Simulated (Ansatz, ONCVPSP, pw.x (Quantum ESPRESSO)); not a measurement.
## What a changed setting does to a pw.x run (sc La)

Potential: optimised norm-conserving Vanderbilt (ONCV), ONCVPSP 4.0.1.1 (patched build), PBE; core [Kr] 4d10, reference 5s2 5p6 5d1 6s2; waves: 5s+6s: rc 2.75 bohr, ncon 3, nbas 6, qcut 5.4 1/bohr, 2 projectors; 5p: rc 2.40 bohr, ncon 3, nbas 6, qcut 6.9 1/bohr, 2 projectors, debl 1.2 Ha; 5d: rc 3.00 bohr, ncon 4, nbas 8, qcut 5.6 1/bohr, 3 projectors, debl 0.6 Ha; f scattering state at 0.27 Ha: rc 2.60 bohr, ncon 4, nbas 8, qcut 4.2 1/bohr, 2 projectors, debl 0.5 Ha; local part: polynomial inside 1.85 bohr (lpopt 1, dvloc0 2 Ha); core correction: polynomial model core, fcfact 0.9. In the f channel the program set the typed energies aside and used -0.160, 0.340 Ha.

The reference run (k-mesh 10³, cutoffs 50/200 Ry, Fermi–Dirac 0.01 Ry, mixing_beta 0.4, conv_thr 1e-9, no spin) gives 0.17 GPa at 37.009 Å³/atom, where all-electron LAPW gives -0.04 GPa. This run, with its own iteration cap, changes nspin = 2 with starting_magnetization to 0.5.

```
&control
  calculation='scf', prefix='x', pseudo_dir='./', outdir='./tmp', tstress=.true., disk_io='none'
/
&system
  ibrav=0, nat=1, ntyp=1, ecutwfc=50, ecutrho=200, nbnd=13,
  occupations='smearing', smearing='fd', degauss=0.01, nspin=2, starting_magnetization(1)=0.5
/
&electrons
  conv_thr=1e-09, mixing_beta=0.4, electron_maxstep=50
/
ATOMIC_SPECIES
La 1.0 La.UPF
CELL_PARAMETERS angstrom
  3.33249201 0.00000000 0.00000000
  0.00000000 3.33249201 0.00000000
  0.00000000 0.00000000 3.33249201
ATOMIC_POSITIONS crystal
La 0.0000 0.0000 0.0000
K_POINTS automatic
10 10 10 0 0 0
```

```bash
pw.x < La.scf.in > La.scf.out
```

How does the run end?

It converges in 14 iterations; the free energy moves by +0.0 meV/atom and the pressure by +0.00 GPa. The result is that of the reference run.

```
Message from routine setup:
     using ibrav=0 with symmetry is DISCOURAGED, use correct ibrav instead
     lattice parameter (alat)  =       6.2975  a.u.
     unit-cell volume          =     249.7491 (a.u.)^3
     number of electrons       =        11.00
     number of Kohn-Sham states=           13
     kinetic-energy cutoff     =      50.0000  Ry
     charge density cutoff     =     200.0000  Ry
     scf convergence threshold =      1.0E-09
     Exchange-correlation= PBE
     atomic species   magnetization
     number of k points=    56  Fermi-Dirac smearing, width (Ry)=  0.0100
     iteration #  1     ecut=    50.00 Ry     beta= 0.40
     total energy              =     -96.39521886 Ry
     estimated scf accuracy    <       0.08293338 Ry
     total magnetization       =     2.26 Bohr mag/cell
     absolute magnetization    =     2.26 Bohr mag/cell
     iteration #  2     ecut=    50.00 Ry     beta= 0.40
     total energy              =     -96.45880201 Ry
     estimated scf accuracy    <       0.03507118 Ry
     total magnetization       =     1.70 Bohr mag/cell
     absolute magnetization    =     1.70 Bohr mag/cell
     iteration #  3     ecut=    50.00 Ry     beta= 0.40
     total energy              =     -96.49061881 Ry
     estimated scf accuracy    <       0.01285326 Ry
     total magnetization       =     1.38 Bohr mag/cell
     absolute magnetization    =     1.38 Bohr mag/cell
     iteration #  4     ecut=    50.00 Ry     beta= 0.40
     total energy              =     -96.50215044 Ry
     estimated scf accuracy    <       0.00052799 Ry
     total magnetization       =     0.82 Bohr mag/cell
     absolute magnetization    =     0.82 Bohr mag/cell
     iteration #  5     ecut=    50.00 Ry     beta= 0.40
     c_bands:  3 eigenvalues not converged
     c_bands:  1 eigenvalues not converged
     c_bands:  1 eigenvalues not converged
     c_bands:  1 eigenvalues not converged
     c_bands:  1 eigenvalues not converged
     c_bands:  1 eigenvalues not converged
     [... 18 repeated lines left out ...]
     total energy              =     -96.50450831 Ry
     estimated scf accuracy    <       0.00007798 Ry
     total magnetization       =     0.57 Bohr mag/cell
     absolute magnetization    =     0.57 Bohr mag/cell
     iteration #  6     ecut=    50.00 Ry     beta= 0.40
     [... 9 repeated lines left out ...]
     total energy              =     -96.50461781 Ry
     estimated scf accuracy    <       0.00004123 Ry
     total magnetization       =     0.49 Bohr mag/cell
     absolute magnetization    =     0.49 Bohr mag/cell
     [... 2 iterations left out ...]
     iteration #  9     ecut=    50.00 Ry     beta= 0.40
     total energy              =     -96.50586821 Ry
     estimated scf accuracy    <       0.00000486 Ry
     total magnetization       =     0.17 Bohr mag/cell
     absolute magnetization    =     0.17 Bohr mag/cell
     iteration # 10     ecut=    50.00 Ry     beta= 0.40
     [... 1 repeated lines left out ...]
     total energy              =     -96.50618090 Ry
     estimated scf accuracy    <       0.00000543 Ry
     total magnetization       =     0.06 Bohr mag/cell
     absolute magnetization    =     0.06 Bohr mag/cell
     iteration # 11     ecut=    50.00 Ry     beta= 0.40
     total energy              =     -96.50620303 Ry
     estimated scf accuracy    <       0.00000062 Ry
     total magnetization       =     0.03 Bohr mag/cell
     absolute magnetization    =     0.03 Bohr mag/cell
     iteration # 12     ecut=    50.00 Ry     beta= 0.40
     [... 1 repeated lines left out ...]
     total energy              =     -96.50621601 Ry
     estimated scf accuracy    <          9.1E-09 Ry
     total magnetization       =     0.01 Bohr mag/cell
     absolute magnetization    =     0.01 Bohr mag/cell
     iteration # 13     ecut=    50.00 Ry     beta= 0.40
     [... 2 repeated lines left out ...]
     total energy              =     -96.50621621 Ry
     estimated scf accuracy    <          8.6E-09 Ry
     total magnetization       =     0.00 Bohr mag/cell
     absolute magnetization    =     0.00 Bohr mag/cell
     iteration # 14     ecut=    50.00 Ry     beta= 0.40
     the Fermi energy is    10.9933 ev
!    total energy              =     -96.50621637 Ry
     estimated scf accuracy    <          1.0E-10 Ry
     smearing contrib. (-TS)   =      -0.00867343 Ry
     The total energy is F=E-TS. E is the sum of the following terms:
     one-electron contribution =      -6.91510075 Ry
     hartree contribution      =       8.26544296 Ry
     xc contribution           =     -43.33210152 Ry
     ewald contribution        =     -54.51578363 Ry
     total magnetization       =    -0.00 Bohr mag/cell
     absolute magnetization    =     0.00 Bohr mag/cell
     convergence has been achieved in  14 iterations
          total   stress  (Ry/bohr**3)                   (kbar)     P=        1.74
     Message from routine punch:
     Nothing written, as per user request (disk_io='none')
```

The run took about 95 s on one core of a shared host (Neoverse-N1, 64 threads, 124 GiB, load 62).
